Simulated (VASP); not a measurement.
Write the native input for VASP 6.6.1 that does the following.

```
Task                   : relaxation of cell and atoms
Functional             : PBE
Potentials or basis    : VASP PAW PBE potentials, release 64 (Ba_sv, Te)
Cutoff                 : 600 eV
k mesh                 : 8 × 8 × 8
Occupations            : gaussian, width 0.02 eV
Spin                   : no spin polarisation
Dipole correction      : no
Further INCAR settings : ALGO = Normal; EDIFF = 1e-06; IBRION = 2; EDIFFG = -0.005; NSW = 100; ISIF = 3
```

The structure of BaTe lies in POSCAR:

```
BaTe
1.0
    0.0000000000      3.5322558740      3.5322558740
    3.5322558740      0.0000000000      3.5322558740
    3.5322558740      3.5322558740      0.0000000000
Ba Te
1 1
Direct
    0.0000000000      0.0000000000      0.0000000000
    0.5000000000      0.5000000000      0.5000000000
```

These files were run (other wordings do the same):

INCAR

```
ALGO = Normal
EDIFF = 1E-6
EDIFFG = -0.005
ENCUT = 600
GGA = PE
IBRION = 2
ISIF = 3
ISMEAR = 0
LASPH = T
LCHARG = F
LREAL = F
LWAVE = F
NELM = 100
NSW = 100
PREC = Accurate
SIGMA = 0.02
```

KPOINTS

```
k-points
0
Gamma
  8 8 8
```

Potentials or basis: VASP PAW PBE potentials, release 64 (Ba_sv, Te).

Command:

```sh
$ cat potpaw_PBE.64/Ba_sv/POTCAR potpaw_PBE.64/Te/POTCAR > POTCAR
$ mpirun -np 1 vasp_std > vasp.out
```

Results of the run:

```yaml
Relaxed_volume: 44.52 Å³/atom
Relaxed_cell: a = 5.012 Å, b = 5.012 Å, c = 5.012 Å, α = 60.00°, β = 60.00°, γ = 60.00°
Space_group_after_relaxing_to_0.05_Å: Fm-3m (No. 225)
Energy_gained_by_relaxing: 0.4 meV/atom
Ionic_steps: 3
Pressure_after_relaxing: 0.0 GPa
Band_gap_on_the_k_mesh: 1.60 eV, indirect (least direct gap 1.98 eV)
```

Caveat: spin-orbit coupling is left out, which moves the levels of the heavy elements.

It took 98 s on 1 thread of AMD EPYC 7R43 64-Core Processor (Zen 3) (shared host), peak memory 0.22 GiB.
